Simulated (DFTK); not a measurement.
Crystal: ZrC.

```
CELL_PARAMETERS angstrom
0.00000 2.36500 2.36500
2.36500 0.00000 2.36500
2.36500 2.36500 0.00000
ATOMIC_POSITIONS crystal
Zr 0.50000 0.50000 0.50000
C 0.00000 0.00000 0.00000
```

Base run:

| Property | Result |
| --- | --- |
| Program | DFTK 0.8.2 |
| Functional | PBEsol |
| Potentials or basis | cp2k.nc.sr.pbe.v0_1.semicore.gth (PBE, GTH) |
| Cutoff | 2177 eV |
| k mesh | 9 × 9 × 9 |
| Occupations | fermi-dirac, width 0.05 eV |
| Spin | no spin polarisation |

Its results: band gap on the k mesh none (metal or under the smearing width); pressure -8.4 GPa.

The run is repeated on the same cell with these changes: functional from PBEsol to PBE; potentials or basis from cp2k.nc.sr.pbe.v0_1.semicore.gth (PBE, GTH) to cp2k.nc.sr.pbe.v0_1.largecore.gth (PBE, GTH). What comes out?

Band gap on the k mesh none (metal or under the smearing width); pressure -3.6 GPa.

Caveats: GTH potentials come without recommended cutoffs, and this one wasn't checked for convergence; the potentials were made for another functional, which shifts forces and pressure (some runs).
